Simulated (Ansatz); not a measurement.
# Si16O31: the cost of one run

Method: DFT PBEsol, plane waves, PAW, scalar-relativistic, collinear spin, in Ansatz 0.2.0.

## Step 1: The starting structure

The cell holds 47 atoms (O31Si16): a = 9.862 Å, b = 8.180 Å, c = 10.010 Å, α = 90.00°, β = 118.37°, γ = 90.00°.

The coordinates stand in the first input below.

## Step 2: End point A

input.yaml reads:

```yaml
crystal:
  lattice:
    - [9.861567, 0.0, 0.0]
    - [0.0, 8.179714, 0.0]
    - [-4.756099, 0.0, 8.808063]
  atoms:
    - { symbol: Si, position: [0.2855441, 0.9415574, 0.1753309] }
    - { symbol: Si, position: [0.3769013, 0.5688853, 0.1522356] }
    - { symbol: Si, position: [0.2100695, 0.4395305, 0.3312076] }
    - { symbol: Si, position: [0.122792, 0.0625029, 0.341831] }
    - { symbol: O, position: [0.2195068, 0.945426, 0.2911194] }
    - { symbol: O, position: [0.3264122, 0.7519359, 0.154871] }
    - { symbol: O, position: [0.053326, 0.5500378, 0.2639937] }
    - { symbol: O, position: [0.3422718, 0.5090965, 0.4841719] }
    - { symbol: O, position: [0.1732404, 0.2482094, 0.3469751], spin: 1.0 }
    - { symbol: O, position: [0.4483738, 0.042608, 0.2349788] }
    - { symbol: O, position: [0.1638073, 0.0091493, 0.0171996] }
    - { symbol: Si, position: [0.287479, 0.9407684, 0.6752594] }
    - { symbol: Si, position: [0.3701784, 0.5640224, 0.6500796] }
    - { symbol: Si, position: [0.2129886, 0.4433851, 0.8251513] }
    - { symbol: Si, position: [0.1246901, 0.061226, 0.8424357] }
    - { symbol: O, position: [0.226033, 0.9516676, 0.7992307] }
    - { symbol: O, position: [0.3312533, 0.7511403, 0.6633987] }
    - { symbol: O, position: [0.0557624, 0.5406125, 0.7661962] }
    - { symbol: O, position: [0.3365296, 0.5141201, 0.9808378] }
    - { symbol: O, position: [0.2700304, 0.4450465, 0.7033634] }
    - { symbol: O, position: [0.1729289, 0.2465237, 0.8502794] }
    - { symbol: O, position: [0.4446976, 0.0460856, 0.7289293] }
    - { symbol: O, position: [0.1615421, 0.0154817, 0.5122615] }
    - { symbol: Si, position: [0.7911309, 0.9368007, 0.1778942] }
    - { symbol: Si, position: [0.8772573, 0.5705075, 0.1582161] }
    - { symbol: Si, position: [0.7123745, 0.4343591, 0.3239698] }
    - { symbol: Si, position: [0.6247393, 0.062717, 0.3449413] }
    - { symbol: O, position: [0.7253318, 0.9434399, 0.2904145] }
    - { symbol: O, position: [0.8322069, 0.7464564, 0.1560618] }
    - { symbol: O, position: [0.5566528, 0.545723, 0.2700568] }
    - { symbol: O, position: [0.8407907, 0.5088437, 0.4871779] }
    - { symbol: O, position: [0.7770769, 0.4491809, 0.2097005] }
    - { symbol: O, position: [0.6677022, 0.2514743, 0.341192] }
    - { symbol: O, position: [0.9434133, 0.0503192, 0.2293882] }
    - { symbol: O, position: [0.6578264, 0.010476, 0.0160112] }
    - { symbol: Si, position: [0.7945692, 0.9440198, 0.6792301] }
    - { symbol: Si, position: [0.8700035, 0.5654578, 0.6509505] }
    - { symbol: Si, position: [0.7071248, 0.4404204, 0.8255376] }
    - { symbol: Si, position: [0.6236304, 0.0685835, 0.8511584] }
    - { symbol: O, position: [0.7261696, 0.9459221, 0.7974297] }
    - { symbol: O, position: [0.8243744, 0.7571582, 0.6566819] }
    - { symbol: O, position: [0.5562349, 0.5477876, 0.7663468] }
    - { symbol: O, position: [0.8410026, 0.515804, 0.9847333] }
    - { symbol: O, position: [0.7777498, 0.4511599, 0.7086943] }
    - { symbol: O, position: [0.6754521, 0.2550938, 0.843112] }
    - { symbol: O, position: [0.9494246, 0.0488348, 0.7377038] }
    - { symbol: O, position: [0.6645432, 0.0128393, 0.5190537] }
magnetization:
  spin_polarized: true
total_charge: -1
basis:
  ecutwfc: 420.0
kpoints:
  mp_grid: { grid: [1, 2, 1] }
hamiltonian:
  xc: pbesol
  pseudopotentials: { kind: paw, azcp: { folder: soft_1 } }
scf:
  occupations: { method: gaussian, width: 0.05 }
  lower_state_search: "off"
relax:
  f_tol: 0.03
  max_steps: 60
  adjacent_minimum: "off"
output:
  write_density: true
  write_potential: true
  elf: true
  volumetric_format: npy
```

Launch:

```console
ansatz run input.yaml --threads 4 --pin off --max-ram 10240MiB --backend cpu --events-out ev --progress --plain --runs-dir out
```

**Question.** How long does this run take on 4 threads of Arm Neoverse V2, shared host, and how much memory does it need?

About 2.2 min, with a peak of 2.2 GiB.
